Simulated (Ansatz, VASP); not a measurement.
# KBr in VASP and in Ansatz

File INCAR:

```
SYSTEM = KBr
ALGO = Normal
EDIFF = 1E-8
ENCUT = 520
GGA = PE
ISIF = 2
ISMEAR = -1
LASPH = .True.
LCHARG = .False.
LEFG = .True.
LREAL = .False.
LWAVE = .False.
NBANDS = 15
NELM = 100
PREC = Accurate
SIGMA = 0.01
```

Contents of KPOINTS:

```
k-points
0
Gamma
  7 7 7
  0 0 0
```

POSCAR

```
KBr
1.0
    0.0000000000      3.2925000000      3.2925000000
    3.2925000000      0.0000000000      3.2925000000
    3.2925000000      3.2925000000      0.0000000000
K Br
1 1
Direct
    0.0000000000      0.0000000000      0.0000000000
    0.5043839028      0.5043839028      0.5043839028
```

Input for Ansatz:

```yaml
crystal:
  lattice:
    - [0.0, 3.2925, 3.2925]
    - [3.2925, 0.0, 3.2925]
    - [3.2925, 3.2925, 0.0]
  atoms:
    - { symbol: K, position: [0.0, 0.0, 0.0] }
    - { symbol: Br, position: [0.5043839028, 0.5043839028, 0.5043839028] }
kpoints:
  mp_grid: { grid: [7, 7, 7] }
scf:
  occupations: { method: fermi_dirac, width: 0.01 }
hamiltonian:
  xc: pbe
  pseudopotentials: { kind: all_electron, datasets: crystal }
output:
  forces: true
  stress: true
  eigenvalues: true
  efg: { contact_densities: true }
```

Alike in both runs: task electric field gradients; functional PBE; k mesh 7 × 7 × 7; occupations fermi-dirac, width 0.01 eV; no spin polarisation.

```csv
,VASP,Ansatz
version,VASP 6.6.1,Ansatz 0.2.0
potentials or method,"VASP PAW PBE potentials, release 64 (K_sv, Br)","all-electron PAW with datasets made for the crystal, scalar-relativistic"
plane-wave cutoff (eV),520,see its input
```

```tsv
	VASP	Ansatz	Ansatz less VASP
gap on the k mesh at the Fermi level (eV)	4.45	4.45	+0.002
pressure (GPa)	0.9	0.8	-0.04
rms of the force components (eV/Å)	0.037	0.036	-0.0006
Vzz of the field gradient on the site that differs most (V/Å²)	0.0	0.0	-0.01
```

Atom by atom the forces differ by 0.001 eV/Å (rms over components). Ansatz ran all-electron here, so the differences hold the error of VASP's frozen core and of both bases.
